## Band gap and volume of rhombohedral BaTiO3

The band gap is the energy difference between the highest filled and the lowest empty electronic level. Here it is read from the levels on a finite mesh of k-points, computed with the r2SCAN density functional for eleven cells of rhombohedral BaTiO3 whose atoms were held in place.

One per cent more volume lowers this gap by about 0.03 eV, and it takes a pressure change of roughly 1.7 GPa to bring it about. Differences of about a hundredth of an ångström in the atomic positions go along with gap changes of similar size. The volume therefore sets the general course of the gap, and the positions decide how smooth that course looks.

Rhombohedral BaTiO3 (space group R3m, ten-atom cells), computed with Ansatz 0.2.0 using the r2SCAN functional, plane waves with a 500 eV cutoff and generated PAW datasets, scalar-relativistic and without spin polarisation. All rows are single points on unrelaxed cells: database structures scaled to between 3 % below and 5 % above their measured volume, and snapped to their symmetry. Pressure is positive in compression.

```tsv
cell	volume (Å³/atom)	shortest distance at Ba (Å)	pressure (GPa)	band gap on the mesh (0: none) (eV)	k-mesh	largest force (eV/Å)
1	12.49	2.745	6.9	2.84	5x5x6	0.25
2	12.77	2.783	2.9	2.79	3x6x6	0.14
3	12.91	2.792	0.9	2.78	5x5x6	0.14
4	12.95	2.778	0.1	2.73	5x5x6	0.11
5	13.03	2.784	-1.0	2.71	5x6x5	0.18
6	13.06	2.803	-1.1	2.75	3x6x6	0.14
7	13.09	2.804	-1.4	2.76	5x5x6	0.12
8	13.18	2.808	-2.9	2.67	5x5x6	0.27
9	13.19	2.795	-3.0	2.67	6x6x3	0.29
10	13.35	2.807	-4.9	2.64	6x6x3	0.41
11	13.37	2.824	-4.8	2.68	5x5x6	0.36
```

### The fall and its interruptions

Between rows 1 and 10 the gap falls by 0.20 eV as the cell grows. The fall is uneven. From row 3 to row 4 the volume rises by only 0.3 %, yet the gap drops by 0.05 eV. From row 10 to row 11 the volume rises again, but so does the gap.

### Why a larger cell has a smaller gap

The top of the filled bands consists mainly of oxygen 2p states, and the bottom of the empty bands mainly of titanium 3d states. In an ionic crystal, an electron on oxygen is stabilised by the positive ions around it, while an electron added to titanium is pushed up by the surrounding negative ions. This electrostatic separation scales as the inverse of the distance between the ions. When the cell expands, the two sets of levels move towards each other and the gap shrinks.

Covalency adds to this in the rhombohedral crystal. In the ideal cubic structure, symmetry keeps the lowest empty titanium states from mixing with oxygen 2p states. Once titanium has moved away from the centre of its oxygen cage, they can mix, and the mixing pushes the empty level up. Longer bonds weaken this push, so expansion again lowers the gap.

Expansion also narrows the bands, which by itself would widen the gap. The computed fall shows that the effects that reduce the gap win in this range of volumes. How the total divides among the mechanisms is a matter of theory, since the calculation yields only their sum.

### Comparing cells with similar positions

To see the effect of volume alone, one should compare cells whose atoms sit at nearly the same relative positions. The shortest distance at Ba offers a first label. In an undistorted cell, barium sits at a corner and oxygen at a face centre, so their distance is $L/\sqrt{2}$, where $L=(5V)^{1/3}$ is the cell edge and $V$ the volume per atom. The amount by which the actual distance falls short of this value measures how far oxygen has shifted relative to barium.

In rows 1, 4, 5, 9 and 10 the shortfall is about 0.06 Å; in the other six it lies between 0.043 and 0.048 Å. Within the first group the gap falls at every step. Most of the irregularities appear when the two groups are read as one series. The second group is not quite smooth itself: its gap rises slightly from row 6 to row 7 and from row 8 to row 11.

For a group with like positions, a simple law is enough. If each small relative change of volume $dV/V$ shifts the gap by $a\,dV/V$, with $a$ constant, integration gives

$$E_g = E_0 + a\ln\frac{V}{13\ \text{Å}^3}.$$

Here $E_g$ is the gap and $E_0$ its value at 13 Å³ per atom. A least-squares fit to the five rows of the first group gives $E_0=2.718$ eV and $a=-3.04$ eV. The constant $a$ is called the deformation potential, and the line meets all five gaps to better than 0.01 eV.

Row 11, which took no part in the fit, shows what happens outside the group. Its volume is 13.37 Å³ per atom, so the logarithm is 0.028 and the expected change is $-3.04\times0.028=-0.085$ eV. The law thus predicts $2.718-0.085=2.63$ eV. The computed gap is 2.68 eV, higher by about 0.05 eV, which is the effect of more than one per cent of volume.

### The pressure as a second witness

The pressure shows whether such a deviation belongs to the gap alone or to the state of the whole cell. Let the bulk modulus, the resistance to compression, rise from its rest value $B_0$ as $B_0+4P$, where the factor 4 is a usual value for solids. Integrating $-V\,dP/dV=B_0+4P$ from the rest volume $V_0$ gives Murnaghan's equation,

$$P=\frac{B_0}{4}\left[\left(\frac{V_0}{V}\right)^4-1\right].$$

A least-squares fit to the same five rows gives $B_0=174$ GPa and $V_0=12.96$ Å³ per atom.

Rows 2, 3, 6, 7 and 11 lie above both curves. Their gaps are too high by 0.02 to 0.06 eV, and their pressures by about 0.3 GPa. A wrong volume would not explain this pair of deviations: the average gap excess would call for a volume error of 1.4 %, the average pressure excess for one of only 0.2 %. These cells differ from the first group in more than their size.

Row 8 is the instructive exception. Its Ba–O shortfall places it with the high rows, yet its gap and its pressure both fall on the curves of the first group. The Ba–O distance is therefore a useful label but not the quantity that controls the gap. The abrupt drop from row 7 to row 8 can now be divided: only about a quarter of it comes from the larger volume, and the rest is the step from the upper set of cells to the lower one.

The k-mesh does not sort the cells in this way. Cells with a 5x5x6 mesh occur both on the curve, as in rows 4 and 8, and above it, as in rows 3 and 7. Within this one mesh the two sets remain distinct. An odd mesh can miss the true band edges, which would make the absolute gaps slightly too large. In all rows, however, the edges found are consistent with the same two points, the corner and the centre of the Brillouin zone of the five-atom cell, and every mesh here contains both.

### What differs inside the cells

One candidate is how far titanium sits from the centre of its oxygen cage. A comparison of rows 3 and 9 points that way: the displacement is 0.188 Å in row 3, which lies above the curves, and 0.184 Å in row 9, which lies on them. Row 3 has the larger displacement although its cell is smaller.

Theory connects such a displacement with both deviations. A titanium ion further off centre mixes more strongly with oxygen across the gap and so widens it. The polar distortion also favours a larger cell, so at a fixed volume a more distorted crystal pushes outwards harder and shows a higher pressure. Both signs agree with what row 3 shows.

Row 2, however, shows that this cannot be the whole explanation. Its titanium displacement is about 0.178 Å, less than in any cell of the first group, even the smaller row 1. Yet its gap and its pressure both lie above the curves, with a typical pressure excess and the smallest gap excess of the high rows. Something else in the positions or the cell shape must raise them there.

Barium's place relative to oxygen may play a part. It differs even more between rows 3 and 9 than titanium's does, so that comparison does not isolate titanium. But it fails as a sole explanation too, because row 8 shares the Ba–O shortfall of the high rows and still lies on the curves. Off-centring may contribute to the excess in row 3 and perhaps in other high rows, but no single distance examined here accounts for all the cells.

### Using the slope

Near rest, the two fits together say how the gap responds to pressure. Dividing 3.04 eV by 174 GPa gives about 0.017 eV per GPa, with the gap widening under compression. This holds for a crystal whose atoms keep their relative positions while the cell changes size.

A real crystal would let its atoms move. The largest force grows from 0.11 eV/Å in row 4, close to rest, to 0.41 eV/Å in the expanded row 10. In row 9, also expanded, the forces drive titanium further off centre. Relaxation would then be expected to widen the gap again. That would make its fall with volume gentler than the slope found here, and could even turn it into a rise.

For another unrelaxed cell of rhombohedral BaTiO3 in this range, with similar relative positions and the same settings, the slope gives a first estimate of the gap, and the pressure helps to judge it. A pressure a few tenths of a GPa above the Murnaghan curve is a sign that the positions differ and that the gap may lie a few hundredths of an electronvolt higher. The absolute values need more caution, because r2SCAN generally gives gaps that are too small.
